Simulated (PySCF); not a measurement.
Molecule: `C1=CC=CN=C1`, C5H5N.

Geometry:
```
atom   x (Å)   y (Å)   z (Å)
  C1  -0.400   1.124   0.023
  C2  -1.137   0.094   0.602
  C3  -0.623  -1.202   0.545
  N4   0.537  -1.508  -0.031
  C5   1.235  -0.517  -0.581
  C6   0.815   0.813  -0.583
  H7  -0.766   2.153   0.045
  H8  -2.095   0.286   1.089
  H9  -1.180  -2.034   0.992
 H10   2.186  -0.794  -1.051
 H11   1.429   1.585  -1.051
```

Geometry PBE0-D3(BJ)/def2-SVP throughout; GIAO in PySCF, gas phase, one conformer, non-relativistic; equivalent atoms averaged; functional PBE0.

For orientation, cc-pVTZ gives these shifts δ (against TMS, NH3 at the same level): C3/C5 154.7, C1 139.6, C2/C6 127.3, N4 357.3, H9/H10 8.86, H7 7.76, H8/H11 7.36 ppm.

A run gave: C3/C5 154.4, C1 138.9, C2/C6 126.5, N4 349.9, H9/H10 8.94, H7 7.79, H8/H11 7.39 ppm (shifts δ (against TMS, NH3 at the same level)).

Question: Which basis set was used in that run?
A. pcSseg-0
B. cc-pVDZ
C. aug-cc-pVDZ
D. 6-311+G(2d,p)

Answer: D. C1 tells them apart best: 6-311+G(2d,p) gives 138.9, pcSseg-0 gives 144.4, aug-cc-pVDZ gives 133.6, cc-pVDZ gives 134.0 ppm.
